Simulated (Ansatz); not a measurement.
Input and command of a plane-wave DFT calculation in Ansatz:

```yaml
crystal:
  lattice:
    - [3.1832085602, 0.0, 0.0]
    - [-1.5916042801, 2.7567394786, 0.0]
    - [0.0, 0.0, 23.66876325]
  atoms:
    - { symbol: W, position: [0.3621430088, 0.663657152, 0.6401869138] }
    - { symbol: W, position: [0.6165285208, 0.3077396332, 0.3537338199] }
    - { symbol: S, position: [0.3441192581, 0.682677756, 0.2937255622] }
    - { symbol: S, position: [0.6559746417, 0.4255989676, 0.5736125977] }
    - { symbol: S, position: [0.3165058349, 0.6666458291, 0.431991353] }
    - { symbol: S, position: [0.7047287356, 0.253680662, 0.7067497534] }
basis:
  ecutwfc: 420
kpoints:
  mp_grid: { grid: [12, 12, 2] }
hamiltonian:
  xc: pbesol
scf:
  occupations: { method: gaussian, width: 0.05 }
output:
  forces: true
  stress: true
  eigenvalues: true
```

```bash
ansatz run input.yaml --threads 2 --pin off --max-ram 5120MiB --backend cpu --events-out ev --progress --plain --runs-dir out
```

Processor: Intel(R) Xeon(R) Processor @ 2.50GHz (Skylake/Cascade Lake), 2 threads, on a host shared with other jobs.

Question: Estimate time, memory and problem size.

Answer: About 83 s on 2 threads of Intel(R) Xeon(R) Processor @ 2.50GHz (Skylake/Cascade Lake) (shared host), peak memory 0.95 GiB. It solves 32 bands at 148 k points (the mesh reduced by symmetry) with about 4099 plane waves, in 11 SCF iterations.
